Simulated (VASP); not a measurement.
# AlN (P6_3mc) in VASP: a series of runs

Runs on AlN. Level: PBE. Tasks: relaxation of cell and atoms.

All numbers are computed with VASP 6.6.1; they aren't measurements. Logs are shortened: lines on timing, memory, paths and dates and some standing lists are left out, and cuts for length are marked.

**1. The crystal as given**

Symmetry: P6_3mc, No. 186, hexagonal system. Conventional cell: a = 3.113 Å, b = 3.113 Å, c = 4.981 Å, α = 90.00°, β = 90.00°, γ = 120.00°. Al (site symmetry 3m) is surrounded by 4 N at 1.89 Å. N (site symmetry 3m) is surrounded by 4 Al at 1.89 Å.

**2. Relaxation of cell and atoms, PBE**

Input file INCAR:

```
SYSTEM = AlN
PREC     = Accurate       ! precision mode
ENCUT    = 520            ! plane-wave cutoff, eV
EDIFF    = 1E-7           ! SCF threshold, eV
ISMEAR   = 0              ! smearing method
SIGMA    = 0.02           ! smearing width, eV
LREAL    = .FALSE.        ! projectors in reciprocal space
LASPH    = .TRUE.         ! aspherical terms in the spheres
NELM     = 100            ! most SCF steps
ALGO     = Normal         ! electronic algorithm
ISIF     = 3              ! what is computed and relaxed
LWAVE    = .FALSE.        ! write WAVECAR
LCHARG   = .FALSE.        ! write CHGCAR
GGA      = PE             ! functional
IBRION   = 2              ! ionic algorithm
NSW      = 80             ! ionic steps
EDIFFG   = -0.002         ! ionic threshold
KPAR     = 4
```

Input file KPOINTS:

```
regular mesh
0
G
  12 12 6
  0 0 0
```

Input file POSCAR:

```
AlN
1.0
    3.1130000000      0.0000000000      0.0000000000
   -1.5565000000      2.6959370800      0.0000000000
    0.0000000000      0.0000000000      4.9810000000
Al N
2 2
Direct
    0.3333333300      0.6666666700      0.0000000000
    0.6666666700      0.3333333300      0.5000000000
    0.3333333300      0.6666666700      0.3800000000
    0.6666666700      0.3333333300      0.8800000000
```

Potentials or basis: VASP PAW PBE potentials, release 64 (Al, N).

Launch:

```console
> cat potpaw_PBE.64/Al/POTCAR potpaw_PBE.64/N/POTCAR > POTCAR
> mpirun -np 4 vasp_std > vasp.out
```

OUTCAR:

```text
SYSTEM = AlN
   PREC = Accurate
   ENCUT = 520
   EDIFF = 1E-7
   ISMEAR = 0
   LREAL = .FALSE.
   LASPH = .TRUE.
   NELM = 100
   ISIF = 3
   GGA = PE
   IBRION = 2
   NSW = 80
   EDIFFG = -0.002

 ion  position               nearest neighbor table
   1  0.333  0.667  0.000-   3 1.89   4 1.89   4 1.89   4 1.89   2 3.07   2 3.07   2 3.07   2 3.07
                             2 3.07   2 3.07
   2  0.667  0.333  0.500-   4 1.89   3 1.89   3 1.89   3 1.89   1 3.07   1 3.07   1 3.07   1 3.07
                             1 3.07   1 3.07
   3  0.333  0.667  0.380-   1 1.89   2 1.89   2 1.89   2 1.89
   4  0.667  0.333  0.880-   2 1.89   1 1.89   1 1.89   1 1.89

  LATTYP: Found a hexagonal cell.
 ALAT       =     3.1130000000
 C/A-ratio  =     1.6000642467

  Lattice vectors:

 A1 = (   3.1130000000,   0.0000000000,   0.0000000000)
 A2 = (  -1.5565000000,   2.6959370800,   0.0000000000)
 A3 = (   0.0000000000,   0.0000000000,   4.9810000000)

Analysis of symmetry for initial positions (statically):
=====================================================================
 Subroutine PRICEL returns:
 Original cell was already a primitive cell.

 Routine SETGRP: Setting up the symmetry group for a
 hexagonal supercell.

 Subroutine GETGRP returns: Found 12 space group operations
 (whereof  6 operations were pure point group operations)
 out of a pool of 24 trial point group operations.

The static configuration has the point symmetry C_3v.
 The point group associated with its full space group is C_6v.

Analysis of symmetry for dynamics (positions and initial velocities):
=====================================================================
 Subroutine PRICEL returns:
 Original cell was already a primitive cell.

 Routine SETGRP: Setting up the symmetry group for a
 hexagonal supercell.

 Subroutine GETGRP returns: Found 12 space group operations
 (whereof  6 operations were pure point group operations)
 out of a pool of 24 trial point group operations.

The dynamic configuration has the point symmetry C_3v.
 The point group associated with its full space group is C_6v.

 Subroutine INISYM returns: Found 12 space group operations
 (whereof  6 operations are pure point group operations),
 and found     1 'primitive' translations

----------------------------------------------------------------------------------------

                                     Primitive cell

  volume of cell :      41.8028

  direct lattice vectors                    reciprocal lattice vectors
     3.113000000  0.000000000  0.000000000     0.321233537  0.185464269  0.000000000
    -1.556500000  2.695937080  0.000000000     0.000000000  0.370928538  0.000000000
     0.000000000  0.000000000  4.981000000     0.000000000  0.000000000  0.200762899

  length of vectors
     3.113000000  3.112999998  4.981000000     0.370928538  0.370928538  0.200762899

  position of ions in fractional coordinates (direct lattice)
     0.333333330  0.666666670  0.000000000
     0.666666670  0.333333330  0.500000000
     0.333333330  0.666666670  0.380000000
     0.666666670  0.333333330  0.880000000

  ion indices of the primitive-cell ions
   primitive index   ion index
                 1           1
                 2           2
                 3           3
                 4           4

----------------------------------------------------------------------------------------

 KPOINTS: regular mesh

Automatic generation of k-mesh.
 Grid dimensions read from file:
 generate k-points for:   12   12    6

 Generating k-lattice:

  Cartesian coordinates                     Fractional coordinates (reciprocal lattice)
     0.026769461  0.015455356  0.000000000     0.083333333 -0.000000000  0.000000000
     0.000000000  0.030910712  0.000000000     0.000000000  0.083333333  0.000000000
     0.000000000  0.000000000  0.033460483     0.000000000  0.000000000  0.166666667

  Length of vectors
     0.030910711  0.030910712  0.033460483

  Shift w.r.t. Gamma in fractional coordinates (k-lattice)
     0.000000000  0.000000000  0.000000000

 Subroutine IBZKPT returns following result:
 ===========================================

 Found     76 irreducible k-points:

 Following reciprocal coordinates:
            Coordinates               Weight
  0.000000  0.000000  0.000000      1.000000
  0.083333  0.000000  0.000000      6.000000
  0.166667  0.000000  0.000000      6.000000
  0.250000  0.000000  0.000000      6.000000
  0.333333  0.000000  0.000000      6.000000
  0.416667  0.000000  0.000000      6.000000
[... 16 lines left out ...]
  0.250000  0.000000  0.166667     12.000000
  0.333333  0.000000  0.166667     12.000000
 [... further k-points ...]
   k-points           NKPTS =     76   k-points in BZ     NKDIM =     76   number of bands    NBANDS=     12
   number of dos      NEDOS =    301   number of ions     NIONS =      4
   total plane-waves  NPLWV =  23040
   dimension x,y,z NGX =    24 NGY =   24 NGZ =   40
   dimension x,y,z NGXF=    48 NGYF=   48 NGZF=   80
   ions per type =               2   2
   NGX,Y,Z   is equivalent  to a cutoff of  12.82, 12.82, 13.35 a.u.
   NGXF,Y,Z  is equivalent  to a cutoff of  25.63, 25.63, 26.70 a.u.
 SYSTEM =  AlN
   PREC   = accura    normal or accurate (medium, high low for compatibility)
   ISTART =      0    job   : 0-new  1-cont  2-samecut
   ICHARG =      2    charge: 1-file 2-atom 10-const
   ISPIN  =      1    spin polarized calculation?
   LNONCOLLINEAR =      F non collinear calculations
   LSORBIT =      F    spin-orbit coupling
   LASPH  =      T    aspherical Exc in radial PAW
   ENCUT  =  520.0 eV  38.22 Ry    6.18 a.u.   5.79  5.79  9.26*2*pi/ulx,y,z
   NELM   =    100;   NELMIN=  2; NELMDL= -5     # of ELM steps
   EDIFF  = 0.1E-06   stopping-criterion for ELM
   LREAL  =      F    real-space projection
   EDIFFG = -.2E-02   stopping-criterion for IOM
   NSW    =     80    number of steps for IOM
   IBRION =      2    ionic relax: 0-MD 1-quasi-New 2-CG
   NFREE  =      1    steps in history (QN), initial steepest desc. (CG)
   ISIF   =      3    stress and relaxation
   ISYM   =      2    0-nonsym 1-usesym 2-fastsym
   POTIM  = 0.5000    time-step for ionic-motion
   TEBEG  =    0.0;   TEEND  =   0.0 temperature during run
   PSTRESS=    0.0 pullay stress
   NELECT =      16.0000    total number of electrons
   NUPDOWN=      -1.0000    fix difference up-down
   EMIN   =  10.00;   EMAX   =-10.00  energy-range for DOS
   EFERMI =   0.00;   METHOD = LEGACY
   ISMEAR =     0;   SIGMA  =   0.02  broadening in eV -4-tet -1-fermi 0-gaus
   EFERMI_NEDOS =   21; number of points for ismear=-14 and -15
   IALGO  =     38    algorithm
   IMIX   =      4    mixing-type and parameters
     AMIX     =   0.40;   BMIX     =  1.00
     AMIX_MAG =   1.60;   BMIX_MAG =  1.00
  volume/ion in A,a.u.               =      10.45        70.52
  Fermi-wavevector in a.u.,A,eV,Ry     =   1.188629  2.246183 19.222843  1.412839
  Thomas-Fermi vector in A             =   2.324754
   LORBIT       =      0    0 simple, 1 ext, 2 COOP (PROOUT), +10 PAW based schemes
   GGA     = PE    functional components
   LHFCALC =     F    Hartree Fock is set to
   AEXX    =    0.0000 exact exchange contribution
   IVDW    =     0    specifies the selected vdW correction
   LEPSILON=     F    determine dielectric tensor
   LRPA    =     F    only Hartree local field effects (RPA)
 conjugate gradient relaxation of ions
 non-spin polarized calculation
 Gauss-broadening in eV      SIGMA  =   0.02
  energy-cutoff  :      520.00
  volume of cell :       41.80
 maximum number of plane-waves:      1152
 NGX is ok and might be reduce to    24
   NGX = 11   NGY = 11   NGZ = 19

--------------------------------------- Ionic step        1  -------------------------------------------

 number of electron      15.9999997 magnetization

 Free energy of the ion-electron system (eV)
  ---------------------------------------------------
  ext. energy  EPLUGINS =         0.00000000
  ---------------------------------------------------
  free energy    TOTEN  =       -29.77128297 eV

  energy without entropy =      -29.77128297  energy(sigma->0) =      -29.77128297

------------------------ aborting loop because EDIFF is reached ----------------------------------------

  FORCE on cell =-STRESS in cart. coord.  units (eV):
  Direction    XX          YY          ZZ          XY          YZ          ZX
  --------------------------------------------------------------------------------------
  -------------------------------------------------------------------------------------
  Total        0.7574747      0.7574747      1.1902415      0.0000000     -0.0000000     -0.0000000
  in kB       29.0317544     29.0317544     45.6184227      0.0000000     -0.0000000     -0.0000000
  external PRESSURE =      34.5606438 kB  Pullay stress =       0.0000000 kB
[... 251 lines left out ...]
  energy  without entropy=      -29.7801173791  energy(sigma->0) =      -29.78011738

--------------------------------------- Ionic step        8  -------------------------------------------

 number of electron      15.9999998 magnetization

 Free energy of the ion-electron system (eV)
  ---------------------------------------------------
  ext. energy  EPLUGINS =         0.00000000
  ---------------------------------------------------
  free energy    TOTEN  =       -29.78011840 eV

  energy without entropy =      -29.78011840  energy(sigma->0) =      -29.78011840

 E-fermi :   6.0773     XC(G=0): -10.8329

 val. band max:        5.9757054824   @ k =   0.0000   0.0000   0.0000
 cond. band min:      10.0320487729   @ k =   0.0000   0.0000   0.0000
 fundamental gap:      4.0563432905
 Fermi energy:         6.0772553982

 k-point     1 :       0.0000    0.0000    0.0000
  band No.  band energies     occupation
      1      -9.0982      2.00000
      2      -7.0122      2.00000
      3       0.0647      2.00000
      4       5.1326      2.00000
      5       5.1326      2.00000
      6       5.7749      2.00000
      7       5.7749      2.00000
      8       5.9757      2.00000
      9      10.0320      0.00000
     10      12.4991      0.00000
     11      16.4428      0.00000
     12      17.0157      0.00000
[... 331 lines left out ...]
 k-point    24 :       0.3333    0.0000    0.1667
  band No.  band energies     occupation
      1      -7.8042      2.00000
      2      -6.6105      2.00000
      3       1.1323      2.00000
      4       2.0799      2.00000
      5       2.6817      2.00000
      6       4.2367      2.00000
      7       5.1966      2.00000
      8       5.3312      2.00000
      9      11.7609      0.00000
     10      12.5780      0.00000
     11      14.3310      0.00000
     12      16.0181      0.00000

 [... further k-points ...]
[... 5 lines left out ...]
  --------------------------------------------------------------------------------------
  -------------------------------------------------------------------------------------
  Total       -0.0000173     -0.0000173     -0.0038534      0.0000000      0.0000000     -0.0000000
  in kB       -0.0006514     -0.0006514     -0.1451899      0.0000000      0.0000000     -0.0000000
  external PRESSURE =      -0.0488309 kB  Pullay stress =       0.0000000 kB
[... 19 lines left out ...]
  FREE ENERGIE OF THE ION-ELECTRON SYSTEM (eV)
  ---------------------------------------------------
  free  energy   TOTEN  =       -29.7801184032 eV

  energy  without entropy=      -29.7801184032  energy(sigma->0) =      -29.78011840

 reached required accuracy - stopping structural energy minimisation
```

It took 24 s on 4 MPI ranks of Intel Xeon Platinum 8488C (Sapphire Rapids), shared host; peak memory 0.16 GiB.

Results:

```yaml
Free_energy: -29.7801 eV
Relaxed_volume: 10.63 Å³/atom
Relaxed_cell: a = 3.129 Å, b = 3.129 Å, c = 5.016 Å, α = 90.00°, β = 90.00°, γ = 120.00°
Space_group_after_relaxing_to_0.05_Å: P6_3mc (No. 186)
Energy_gained_by_relaxing: 2.2 meV/atom
Ionic_steps: 8
Pressure_after_relaxing: 0.0 GPa
Band_gap_on_the_k_mesh: 4.06 eV, direct
```

The path:
```
step  energy change (eV)  largest force (eV/Å)  pressure (GPa)  volume (Å³)
   1              0.0000                0.1289            3.46        41.80
   2             -0.0019                0.0913           -2.90        43.18
   3             -0.0088                0.0034            0.00        42.52
   4             -0.0088                0.0059            0.07        42.51
   5             -0.0088                0.0066            0.05        42.51
   6             -0.0088                0.0070            0.04        42.51
   7             -0.0088                0.0022           -0.02        42.53
   8             -0.0088                0.0007            0.00        42.52
```

Final structure:
```cif
data_structure
_symmetry_space_group_name_H-M 'P 1'
_symmetry_Int_Tables_number 1
_cell_length_a 3.1286
_cell_length_b 3.1286
_cell_length_c 5.0165
_cell_angle_alpha 90.000
_cell_angle_beta 90.000
_cell_angle_gamma 120.000
_cell_volume 42.52
loop_
_atom_site_label
_atom_site_type_symbol
_atom_site_fract_x
_atom_site_fract_y
_atom_site_fract_z
_atom_site_occupancy
Al1 Al 0.33333 0.66667 0.99926 1
Al2 Al 0.66667 0.33333 0.49926 1
N1 N 0.33333 0.66667 0.38074 1
N2 N 0.66667 0.33333 0.88074 1
```

(Continued in part 2 of 2.)
